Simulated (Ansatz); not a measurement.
NaH under changes of volume

One of the cells (14.527 Å³/atom); the others are scaled copies at fixed shape and fractional positions:

```
Na H
1.0
     0.00000    2.44000    2.44000
     2.44000    0.00000    2.44000
     2.44000    2.44000    0.00000
Na H
1 1
Direct
  0.00000 0.00000 0.00000
  0.50000 0.50000 0.50000
```

```yaml
Program: Ansatz 0.2.0
Functional: LDA
Potentials_or_basis: all-electron LAPW, scalar-relativistic
Cutoff: 151 eV (chosen from the basis error)
Basis_error_allowed: 0.001 eV/atom
k_mesh: 9 × 9 × 9
Occupations: fermi-dirac, width 0.05 eV
Spin: no spin polarisation
```

| volume (Å³/atom) | energy over the lowest point (meV/atom) | pressure (GPa) | gap on the mesh (eV) |
| --- | --- | --- | --- |
| 13.655 | 0.00 | -1.4 | 3.78 |
| 13.946 | 2.98 | -1.9 | 3.74 |
| 14.236 | 6.72 | -2.3 | 3.71 |
| 14.527 | 11.14 | -2.6 | 3.67 |
| 14.817 | ? | ? | ? |
| 15.108 | 21.77 | -3.2 | 3.60 |
| 15.398 | 27.86 | -3.5 | 3.57 |

Q: What does the run at 14.817 Å³/atom give?

A: Energy over the lowest point 16.18 meV/atom; pressure -2.9 GPa; gap on the mesh 3.64 eV.

Worked out: A Birch-Murnaghan fit of order 3 (a polynomial in V^(-2/3)) to the other rows has no minimum within the range. It gives 16.17 meV/atom at 14.817 Å³/atom, against the run's 16.18, and -dE/dV = -2.9 GPa, against -2.9. A straight line through the other rows of the gap, of slope -1.76 eV per unit of ln V, gives 3.64 eV, against the run's 3.64.

Energies are extrapolated to zero smearing.

Caveats: an odd mesh through Γ misses points on the zone boundary, where band edges often lie.
